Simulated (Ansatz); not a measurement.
# TePb: the cost of one run

Program: Ansatz 0.2.0. Level of theory: DFT, levels as named, plane waves, PAW. These are calculated values, not measurements.

## 1. Starting point

The structure is cubic, space group Fm-3m (No. 225). The conventional cell has a = 6.462 Å, b = 6.462 Å, c = 6.462 Å, α = 90.00°, β = 90.00°, γ = 90.00°. Te (site symmetry m-3m) is surrounded by 6 Pb at 3.23 Å. Around Pb (site symmetry m-3m) lie 6 Te at 3.23 Å.

As a file:

```
Te Pb
1.0
     0.00000    3.23100    3.23100
     3.23100    0.00000    3.23100
     3.23100    3.23100    0.00000
Te Pb
1 1
Direct
  0.50000 0.50000 0.50000
  0.00000 0.00000 0.00000
```

## 2. Relaxation with PBE

Contents of input.yaml:

```yaml
crystal:
  lattice:
    - [0.0, 3.231, 3.231]
    - [3.231, 0.0, 3.231]
    - [3.231, 3.231, 0.0]
  atoms:
    - { symbol: Te, position: [0.5, 0.5, 0.5] }
    - { symbol: Pb, position: [0.0, 0.0, 0.0] }
  symmetry: { tolerance: 0.0003 }
hamiltonian:
  xc: pbe
  pseudopotentials: { kind: paw, azcp: { folder: soft_1 } }
basis:
  ecutwfc: 420
magnetization:
  spin_polarized: false
scf:
  occupations: { method: fermi_dirac, width: 0.02 }
kpoints:
  mp_grid: { grid: [8, 8, 8], shift: [0, 0, 0] }
output:
  forces: true
  stress: true
  eigenvalues: true
relax:
  max_steps: 60
  cell: {}
```

The run is started by

```sh
$ ansatz run input.yaml --threads 2 --pin off --max-ram 5632MiB --backend cpu --events-out ev --progress --plain --runs-dir out
```

What time and memory should one allow on 2 threads of Intel Xeon Platinum 8488C (Sapphire Rapids), shared host?

About 5.2 s, with a peak of 0.39 GiB.
